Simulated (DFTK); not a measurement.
**Au in DFTK: the effect of target pressure**

The system is Au.

```
Au
1.0
    -1.65727    1.65727    1.65727
     1.65727   -1.65727    1.65727
     1.65727    1.65727   -1.65727
Au
1
Direct
  0.00000 0.00000 0.00000
```

This isn't the form of Au at room conditions, which is fcc.

Alike in all runs:

- Program: DFTK 0.8.2
- Task: relaxation of cell and atoms
- Functional: PBE
- Potentials or basis: dojo.nc.sr.pbe.v0_4_1.standard.upf (PBE)
- Cutoff: 1197 eV
- k mesh: 8 × 8 × 8
- Occupations: fermi-dirac, width 0.05 eV
- Spin: no spin polarisation

Each run relaxes the cell or the atoms first.

```tsv
target pressure	relaxed volume (Å³/atom)
0 GPa	17.96
5 GPa	17.38
10 GPa	16.90
20 GPa	?
30 GPa	15.57
```

Question: What does the run with target pressure 20 GPa give?

Answer: Relaxed volume 16.16 Å³/atom.

Worked out: In Murnaghan's law V^(-B') rises as a straight line in P. The other rows fit best with B' = 5.5, V0 = 17.96 Å³/atom and B0 = 138 GPa, which gives 16.15 Å³/atom at 20 GPa, against the run's 16.16.
